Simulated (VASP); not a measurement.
Input of a VASP 6.6.1 run:

Contents of INCAR:

```
  ALGO = Fast
  EDIFF = 1E-6
  ENCUT = 520
  GGA = PE
  ISIF = 2
  ISMEAR = 0
  LASPH = T
  LCHARG = T
  LELF = T
  LREAL = F
  LVHAR = T
  LWAVE = F
  NBANDS = 16
  NELM = 100
  PREC = Accurate
  SIGMA = 0.01
```

Contents of KPOINTS:

```
k-points
0
Gamma
  5 5 5
```

Contents of POSCAR:

```
CdSe
1.0
    0.0000000000      2.8739580000      2.8739580000
    2.8739580000      0.0000000000      2.8739580000
    2.8739580000      2.8739580000      0.0000000000
Cd Se
1 1
Direct
    0.0000000000      0.0000000000      0.0000000000
    0.5000000000      0.5000000000      0.5000000000
```

Potentials or basis: VASP PAW PBE potentials, release 64 (Cd, Se).

Run with:

```console
$ cat potpaw_PBE.64/Cd/POTCAR potpaw_PBE.64/Se/POTCAR > POTCAR
$ mpirun -np 1 vasp_std > vasp.out
```

(1) Estimate the pressure.

(2) Estimate the band gap on the k mesh.

## Answers

(1) 0.1 GPa.

(2) 0.04 eV, indirect (least direct gap 0.66 eV).

Caveat: an odd mesh through Γ misses points on the zone boundary, where band edges often lie.
